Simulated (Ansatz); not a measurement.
# LDA, PBE, PBEsol and r²SCAN on CaSe

```yaml
crystal:
  lattice:
    - [0.00000, 2.95600, 2.95600]
    - [2.95600, 0.00000, 2.95600]
    - [2.95600, 2.95600, 0.00000]
  atoms:
    - { symbol: Ca, position: [0.00000, 0.00000, 0.00000] }
    - { symbol: Se, position: [0.50000, 0.50000, 0.50000] }
```

Atom numbers follow the list: Ca1, Se2.

The cell is COD entry 1010880, as deposited and not checked against the literature; nothing was relaxed. It is an old determination, and later ones may differ.

One fixed cell is solved with several functionals by PAW (frozen-core files) in Ansatz 0.2.0, scalar-relativistically. A positive pressure means that the functional wants a larger cell.

The PAW files were made with PBE; their cores are remade for each functional.

Sampling and basis: a Γ-centred 7×7×7 k mesh, Fermi–Dirac smearing of 0.01 eV, cutoff 420 eV, no spin polarisation.

Cutoffs: PBE 420 eV, LDA 420 eV, PBEsol 420 eV, r²SCAN 500 eV.

(1) Order the settings by the pressure that they give at this fixed cell, lowest first.
A. r²SCAN
B. LDA
C. PBEsol
D. PBE

Answers

(1) B (-3.12 GPa), C (-1.10 GPa), A (0.61 GPa), D (1.17 GPa).
